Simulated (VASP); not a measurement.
# WC (Qusongite) (P-6m2) in VASP: further runs

The runs below take WC (Qusongite) through relaxation of cell and atoms, with LDA, PBE.

All numbers are computed with VASP 6.6.1; they aren't measurements. Logs are shortened: lines on timing, memory, paths and dates and some standing lists are left out, and cuts for length are marked.

**1. The crystal as given**

It takes space group P-6m2 (No. 187, hexagonal). The conventional cell has a = 2.889 Å, b = 2.889 Å, c = 2.818 Å, α = 90.00°, β = 90.00°, γ = 120.00°. Around W (site symmetry -6m2) lie 6 C at 2.18 Å. C (site symmetry -6m2) has 6 W at 2.18 Å as nearest neighbours.

**2. Relaxation of cell and atoms, LDA**

File INCAR:

```
SYSTEM = WC
ALGO = Normal ; EDIFF = 1E-7
EDIFFG = -0.005 ; ENCUT = 600
IBRION = 2 ; ISIF = 3
ISMEAR = 1 ; KPAR = 2
LASPH = .TRUE. ; LCHARG = .FALSE.
LREAL = .FALSE. ; LWAVE = .FALSE.
NELM = 80 ; NSW = 90
PREC = Accurate ; SIGMA = 0.1
```

File KPOINTS:

```
k-points
0
G
  15 15 13
  0 0 0
```

File POSCAR:

```
WC                                      
1.0
    2.8892524252      0.0000000000      0.0000000000
   -1.4446262126      2.5021659981      0.0000000000
   -0.0000000000      0.0000000000      2.8175173378
  W               C             
     1     1
Direct
     0.0000000000000000    0.0000000000000000    0.0000000000000000
     0.6666666667000030    0.3333333332999970    0.5000000000000000
```

Potentials or basis: VASP PAW LDA potentials, release 64 (W_sv, C).

On the command line:

```bash
$ cat potpaw_LDA.64/W_sv/POTCAR potpaw_LDA.64/C/POTCAR > POTCAR
$ mpirun -np 2 vasp_std > vasp.out
```

OUTCAR:

```text
SYSTEM = WC
   EDIFF = 1E-7
   EDIFFG = -0.005
   ENCUT = 600
   IBRION = 2
   ISIF = 3
   ISMEAR = 1
   LASPH = .TRUE.
   LREAL = .FALSE.
   NELM = 80
   NSW = 90
   PREC = Accurate

 ion  position               nearest neighbor table
   1  0.000  0.000  0.000-   2 2.18   2 2.18   2 2.18   2 2.18   2 2.18   2 2.18
   2  0.667  0.333  0.500-   1 2.18   1 2.18   1 2.18   1 2.18   1 2.18   1 2.18

  LATTYP: Found a hexagonal cell.
 ALAT       =     2.8892524252
 C/A-ratio  =     0.9751717480

  Lattice vectors:

 A1 = (   2.8892524252,   0.0000000000,   0.0000000000)
 A2 = (  -1.4446262126,   2.5021659981,   0.0000000000)
 A3 = (   0.0000000000,   0.0000000000,   2.8175173378)

Analysis of symmetry for initial positions (statically):
=====================================================================
 Subroutine PRICEL returns:
 Original cell was already a primitive cell.

 Routine SETGRP: Setting up the symmetry group for a
 hexagonal supercell.

 Subroutine GETGRP returns: Found 12 space group operations
 (whereof 12 operations were pure point group operations)
 out of a pool of 24 trial point group operations.

The static configuration has the point symmetry D_3h.

Analysis of symmetry for dynamics (positions and initial velocities):
=====================================================================
 Subroutine PRICEL returns:
 Original cell was already a primitive cell.

 Routine SETGRP: Setting up the symmetry group for a
 hexagonal supercell.

 Subroutine GETGRP returns: Found 12 space group operations
 (whereof 12 operations were pure point group operations)
 out of a pool of 24 trial point group operations.

The dynamic configuration has the point symmetry D_3h.

 Subroutine INISYM returns: Found 12 space group operations
 (whereof 12 operations are pure point group operations),
 and found     1 'primitive' translations

----------------------------------------------------------------------------------------

                                     Primitive cell

  volume of cell :      20.3689

  direct lattice vectors                    reciprocal lattice vectors
     2.889252425  0.000000000  0.000000000     0.346110292  0.199826870  0.000000000
    -1.444626213  2.502165998  0.000000000     0.000000000  0.399653740  0.000000000
     0.000000000  0.000000000  2.817517338     0.000000000  0.000000000  0.354922394

  length of vectors
     2.889252425  2.889252425  2.817517338     0.399653740  0.399653740  0.354922394

  position of ions in fractional coordinates (direct lattice)
     0.000000000  0.000000000  0.000000000
     0.666666667  0.333333333  0.500000000

  ion indices of the primitive-cell ions
   primitive index   ion index
                 1           1
                 2           2

----------------------------------------------------------------------------------------

 KPOINTS: k-points

Automatic generation of k-mesh.
 Grid dimensions read from file:
 generate k-points for:   15   15   13

 Generating k-lattice:

  Cartesian coordinates                     Fractional coordinates (reciprocal lattice)
     0.023074019  0.013321791  0.000000000     0.066666667  0.000000000  0.000000000
     0.000000000  0.026643583  0.000000000     0.000000000  0.066666667  0.000000000
     0.000000000  0.000000000  0.027301723     0.000000000  0.000000000  0.076923077

  Length of vectors
     0.026643583  0.026643583  0.027301723

  Shift w.r.t. Gamma in fractional coordinates (k-lattice)
     0.000000000  0.000000000  0.000000000

 Subroutine IBZKPT returns following result:
 ===========================================

 Found    189 irreducible k-points:

 Following reciprocal coordinates:
            Coordinates               Weight
  0.000000  0.000000  0.000000      1.000000
  0.066667  0.000000  0.000000      6.000000
  0.133333  0.000000  0.000000      6.000000
  0.200000 -0.000000  0.000000      6.000000
  0.266667  0.000000  0.000000      6.000000
  0.333333  0.000000  0.000000      6.000000
[... 16 lines left out ...]
  0.333333  0.200000  0.000000     12.000000
  0.400000  0.200000  0.000000      6.000000
 [... further k-points ...]
   k-points           NKPTS =    189   k-points in BZ     NKDIM =    189   number of bands    NBANDS=     13
   number of dos      NEDOS =    301   number of ions     NIONS =      2
   total plane-waves  NPLWV =  13824
   dimension x,y,z NGX =    24 NGY =   24 NGZ =   24
   dimension x,y,z NGXF=    48 NGYF=   48 NGZF=   48
   ions per type =               1   1
   NGX,Y,Z   is equivalent  to a cutoff of  13.81, 13.81, 14.16 a.u.
   NGXF,Y,Z  is equivalent  to a cutoff of  27.62, 27.62, 28.32 a.u.
 SYSTEM =  WC
   PREC   = accura    normal or accurate (medium, high low for compatibility)
   ISTART =      0    job   : 0-new  1-cont  2-samecut
   ICHARG =      2    charge: 1-file 2-atom 10-const
   ISPIN  =      1    spin polarized calculation?
   LNONCOLLINEAR =      F non collinear calculations
   LSORBIT =      F    spin-orbit coupling
   LASPH  =      T    aspherical Exc in radial PAW
   ENCUT  =  600.0 eV  44.10 Ry    6.64 a.u.   5.77  5.77  5.63*2*pi/ulx,y,z
   NELM   =     80;   NELMIN=  2; NELMDL= -5     # of ELM steps
   EDIFF  = 0.1E-06   stopping-criterion for ELM
   LREAL  =      F    real-space projection
   EDIFFG = -.5E-02   stopping-criterion for IOM
   NSW    =     90    number of steps for IOM
   IBRION =      2    ionic relax: 0-MD 1-quasi-New 2-CG
   NFREE  =      1    steps in history (QN), initial steepest desc. (CG)
   ISIF   =      3    stress and relaxation
   ISYM   =      2    0-nonsym 1-usesym 2-fastsym
   POTIM  = 0.5000    time-step for ionic-motion
   TEBEG  =    0.0;   TEEND  =   0.0 temperature during run
   PSTRESS=    0.0 pullay stress
   NELECT =      18.0000    total number of electrons
   NUPDOWN=      -1.0000    fix difference up-down
   EMIN   =  10.00;   EMAX   =-10.00  energy-range for DOS
   EFERMI =   0.00;   METHOD = LEGACY
   ISMEAR =     1;   SIGMA  =   0.10  broadening in eV -4-tet -1-fermi 0-gaus
   EFERMI_NEDOS =   21; number of points for ismear=-14 and -15
   IALGO  =     38    algorithm
   IMIX   =      4    mixing-type and parameters
     AMIX     =   0.40;   BMIX     =  1.00
     AMIX_MAG =   1.60;   BMIX_MAG =  1.00
  volume/ion in A,a.u.               =      10.18        68.73
  Fermi-wavevector in a.u.,A,eV,Ry     =   1.571000  2.968760 33.579749  2.468042
  Thomas-Fermi vector in A             =   2.672650
   LORBIT       =      0    0 simple, 1 ext, 2 COOP (PROOUT), +10 PAW based schemes
   GGA     = CA    functional components
   LHFCALC =     F    Hartree Fock is set to
   AEXX    =    0.0000 exact exchange contribution
   IVDW    =     0    specifies the selected vdW correction
   LEPSILON=     F    determine dielectric tensor
   LRPA    =     F    only Hartree local field effects (RPA)
 conjugate gradient relaxation of ions
 non-spin polarized calculation
 Methfessel and Paxton  Order N= 1 SIGMA  =   0.10
  energy-cutoff  :      600.00
  volume of cell :       20.37
 maximum number of plane-waves:       690
 NGX is ok and might be reduce to    24
   NGX = 11   NGY = 11   NGZ = 11

--------------------------------------- Ionic step        1  -------------------------------------------

 number of electron      18.0000001 magnetization

 Free energy of the ion-electron system (eV)
  ---------------------------------------------------
  ext. energy  EPLUGINS =         0.00000000
  ---------------------------------------------------
  free energy    TOTEN  =       -24.70222671 eV

  energy without entropy =      -24.70211325  energy(sigma->0) =      -24.70218889

------------------------ aborting loop because EDIFF is reached ----------------------------------------

  FORCE on cell =-STRESS in cart. coord.  units (eV):
  Direction    XX          YY          ZZ          XY          YZ          ZX
  --------------------------------------------------------------------------------------
  -------------------------------------------------------------------------------------
  Total        0.0155733      0.0155733      0.0193543      0.0000000      0.0000000      0.0000000
  in kB        1.2249654      1.2249654      1.5223659      0.0000000      0.0000000      0.0000000
  external PRESSURE =       1.3240989 kB  Pullay stress =       0.0000000 kB
[... 57 lines left out ...]
  energy  without entropy=      -24.7020923672  energy(sigma->0) =      -24.70216955

--------------------------------------- Ionic step        3  -------------------------------------------

 number of electron      18.0000001 magnetization

 Free energy of the ion-electron system (eV)
  ---------------------------------------------------
  ext. energy  EPLUGINS =         0.00000000
  ---------------------------------------------------
  free energy    TOTEN  =       -24.70222975 eV

  energy without entropy =      -24.70211590  energy(sigma->0) =      -24.70219180

 E-fermi :  11.2422     XC(G=0): -14.0786

 val. band max:       11.2374879257   @ k =   0.1333   0.0000   0.3846
 cond. band min:      11.2439720199   @ k =   0.4667   0.0667   0.3846
 fundamental gap:      0.0064840942
 Fermi energy:        11.2421675262

 k-point     1 :       0.0000    0.0000    0.0000
  band No.  band energies     occupation
      1     -62.2477      2.00000
      2     -26.4909      2.00000
      3     -26.3796      2.00000
      4     -26.3796      2.00000
      5      -3.1649      2.00000
      6       6.8258      2.00000
      7       7.8334      2.00000
      8       7.8334      2.00000
      9      11.3831     -0.06282
     10      14.5219      0.00000
     11      14.5219      0.00000
     12      16.9605      0.00000
     13      16.9605      0.00000
[... 353 lines left out ...]
 k-point    24 :       0.4000    0.2000    0.0000
  band No.  band energies     occupation
      1     -62.1771      2.00000
      2     -27.1603      2.00000
      3     -26.7825      2.00000
      4     -26.3596      2.00000
      5       0.7639      2.00000
      6       4.4263      2.00000
      7       7.1486      2.00000
      8       7.6776      2.00000
      9      11.2766      0.45341
     10      12.3198     -0.00000
     11      14.1815      0.00000
     12      15.3882      0.00000
     13      19.8969      0.00000

 [... further k-points ...]

------------------------ aborting loop because EDIFF is reached ----------------------------------------

  FORCE on cell =-STRESS in cart. coord.  units (eV):
  Direction    XX          YY          ZZ          XY          YZ          ZX
  --------------------------------------------------------------------------------------
  -------------------------------------------------------------------------------------
  Total       -0.0012389     -0.0012389     -0.0007545      0.0000000     -0.0000000      0.0000000
  in kB       -0.0974212     -0.0974212     -0.0593321      0.0000000     -0.0000000      0.0000000
  external PRESSURE =      -0.0847248 kB  Pullay stress =       0.0000000 kB
[... 17 lines left out ...]
  FREE ENERGIE OF THE ION-ELECTRON SYSTEM (eV)
  ---------------------------------------------------
  free  energy   TOTEN  =       -24.7022297470 eV

  energy  without entropy=      -24.7021158966  energy(sigma->0) =      -24.70219180

 reached required accuracy - stopping structural energy minimisation
```

It took 28 s on 2 MPI ranks of Intel Xeon Platinum 8488C (Sapphire Rapids), shared host; peak memory 0.18 GiB.

What came out:

| Item | Value |
| --- | --- |
| Free energy | -24.7022 eV |
| Relaxed volume | 10.19 Å³/atom |
| Relaxed cell | a = 2.890 Å, b = 2.890 Å, c = 2.818 Å, α = 90.00°, β = 90.00°, γ = 120.00° |
| Space group after relaxing (to 0.05 Å) | P-6m2 (No. 187) |
| Energy gained by relaxing | 0.0 meV/atom |
| Ionic steps | 3 |
| Pressure after relaxing | 0.0 GPa |
| Band gap on the k mesh | none (metal or under the smearing width) |

Final structure:
```cif
data_structure
_symmetry_space_group_name_H-M 'P 1'
_symmetry_Int_Tables_number 1
_cell_length_a 2.8895
_cell_length_b 2.8895
_cell_length_c 2.8179
_cell_angle_alpha 90.000
_cell_angle_beta 90.000
_cell_angle_gamma 120.000
_cell_volume 20.38
loop_
_atom_site_label
_atom_site_type_symbol
_atom_site_fract_x
_atom_site_fract_y
_atom_site_fract_z
_atom_site_occupancy
W1 W 0.00000 0.00000 0.00000 1
C1 C 0.66667 0.33333 0.50000 1
```

Levels at points of the mesh, in eV from the Fermi level:
```tsv
k point	band 6	band 7	band 8	band 9	band 10	band 11	band 12	band 13
(0.00, 0.00, 0.00)	-4.42	-3.41	-3.41	0.14	3.28	3.28	5.72	5.72
```

(Part 1 of 3 ends here.)
